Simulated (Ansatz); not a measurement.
**Relaxation of Na**

All numbers below come from DFT PBE, scalar-relativistic, plane waves, PAW in Ansatz. Run with 420 eV cutoff, 18×18×6 k-mesh, Gaussian smearing of 0.10 eV, no spin polarisation.

What was changed: biaxial strain in the a-b plane, c and atoms relaxed: +2.0 %.

Command:

```bash
ansatz run input.yaml --threads 1 --pin off --max-ram 2560MiB --backend cpu --events-out ev --progress --plain --runs-dir out
```

Input:

```yaml
crystal:
  lattice:
    - [3.8277921473, 0.0, 0.0]
    - [-1.9138960736, 3.3149652399, 0.0]
    - [0.0, 0.0, 11.9969131578]
  atoms:
    - { symbol: Na, position: [0.0, 0.0, 0.0] }
    - { symbol: Na, position: [0.3333333333, 0.6666666667, 0.25] }
    - { symbol: Na, position: [0.0, 0.0, 0.5] }
    - { symbol: Na, position: [0.6666666667, 0.3333333333, 0.75] }
basis:
  ecutwfc: 420
kpoints:
  mp_grid: { grid: [18, 18, 6] }
hamiltonian:
  xc: pbe
scf:
  occupations: { method: gaussian, width: 0.1 }
output:
  forces: true
  stress: true
  eigenvalues: true
relax:
  adjacent_minimum: "off"
  f_tol: 0.008
  max_steps: 40
  cell: { stress_tol: 0.015, fix: [a, b, gamma] }
```

F is the free energy. Steps run on the plane waves of an earlier cell, but the last one, and at times one on the way, on a freshly chosen basis, so a repeated geometry can differ a little in energy. The held parts of the cell keep their stress, so P needn't end at zero.

Steps:

```tsv
step	F − F(1) (eV)	largest force component (eV/Å)	V (Å³/atom)	P (GPa)
1	0.0000	0.000	38.057	-0.19
2	-0.0002	0.000	38.124	-0.20
3	-0.0007	0.000	38.441	-0.26
4	-0.0007	0.000	38.441	-0.26
```

Relaxed structure:

```xyz
4
Lattice="3.8278 0.0000 0.0000 -1.9139 3.3150 0.0000 0.0000 0.0000 12.1180" Properties=species:S:1:pos:R:3 pbc="T T T"
Na    0.0000    0.0000    0.0000
Na    0.0000    2.2100    3.0295
Na    0.0000    0.0000    6.0590
Na    1.9139    1.1050    9.0885
```

It takes space group P6_3/mmc (No. 194, hexagonal). Conventional cell: a = 3.828 Å, b = 3.828 Å, c = 12.118 Å, α = 90.00°, β = 90.00°, γ = 120.00°. Around Na (site symmetry -3m) lie 12 Na at 3.75 to 3.83 Å. Na (site symmetry -6m2) is surrounded by 12 Na at 3.75 to 3.83 Å.

The run converged. Time: 66 s on 1 thread of Intel(R) Xeon(R) Platinum 8375C CPU @ 2.90GHz (Ice Lake), on a shared host, peak memory 0.69 GiB.